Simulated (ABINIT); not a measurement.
Runs of ABINIT 10.8.3 (patched build) on Ti2O. It takes space group P-3m1 (No. 164, trigonal). Conventional cell: a = 2.919 Å, b = 2.919 Å, c = 4.713 Å, α = 90.00°, β = 90.00°, γ = 120.00°. Ti (site symmetry 3m) has 3 O at 2.14 Å as nearest neighbours. Around O (site symmetry -3m) lie 6 Ti at 2.14 Å. 

```csv
task,level,potentials or basis,cell,k mesh,cutoff (eV),bands in the sums,broadening (eV),scissor shift (eV),tensor components,cell freedom (optcell),gap on the mesh (eV),pressure (GPa),largest force (eV/Å)
optical spectrum,PBEsol,PseudoDojo NC SR PBEsol v0.4.1 standard,as given,"12 × 12 × 8, shifted",1034,23,0.05,0,"[11, 33]",-,-,3.9,1.36
relaxation of cell and atoms,PBEsol,PseudoDojo NC SR PBEsol v0.4.1 standard,relaxed,8 × 8 × 4,1143,-,-,-,-,2,none,0.0,-
single point,PBEsol,PseudoDojo NC SR PBEsol v0.4.1 standard,as given,8 × 8 × 4,1034,-,-,-,-,-,none,4.0,1.36
single point,LDA,PseudoDojo NC SR LDA v0.4.1 standard,as given,8 × 8 × 4,952,-,-,-,-,-,none,-,(a)
```

Alike in all rows: no spin polarisation; smearing fermi-dirac 0.05 eV.

Question: Fill in the values left out.

Answer: (a) 1.48.

Caveats: forces of over 1 eV/Å show positions far from the minimum, so gaps and moduli don't describe the material at rest (some runs); semilocal functionals often make such compounds metallic where correlation or magnetic order opens a gap, which also shifts bond lengths (some runs); the intraband (Drude) term is left out (some runs); spectra need much finer meshes, so this one isn't converged (some runs); independent-particle spectra lack excitons (some runs).

A gap of «none» marks a metal or a gap under the smearing width.
